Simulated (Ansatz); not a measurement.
## KBr: energy along a strain

KBr, Fm-3m, a = 6.585 Å (as given, not relaxed at this level: -0.2 GPa). Ansatz: PBEsol, PAW, 420 eV, Γ-centred 6×6×6 mesh on 2 atoms, Gaussian smearing 0.05 eV; no spin polarisation. Cell vectors (Å): 0.000 3.292 3.292; 3.292 0.000 3.292; 3.292 3.292 0.000. The cell is strained by x per cent times the pattern (0 0 0 1 0 0) in the order xx yy zz yz xz xy (engineering shears), with fractional coordinates held. y is the free energy over the start, V0 = 35.693 Å³/atom. Symmetry makes y even in x. Points with a strain past 8.5 % were computed too (2) and aren't used here.

```tsv
x (%)	y (meV/atom)
-5.00	1.40
0.00	0.00
1.25	0.09
2.50	0.35
3.75	0.79
6.25	2.19
7.50	?
```

Question: Fit y = c2 x² + c4 x⁴ to the other rows, get the stiffness along the pattern, and predict the missing energy.

Answer: Least squares on the rows shown. y = 0.05608 x² − 8.179×10⁻⁷ x⁴. The clamped-ion stiffness p·C·p = 2 × 0.5608 eV × 160.2 / 35.693 Å³ = 5.0 GPa, which is C44 in these axes. At x = 7.50 the fit asked for gives 3.15 meV/atom. The run gave 3.16 meV/atom, so the fit is 0.01 meV/atom too low, a small miss on the scale of the series.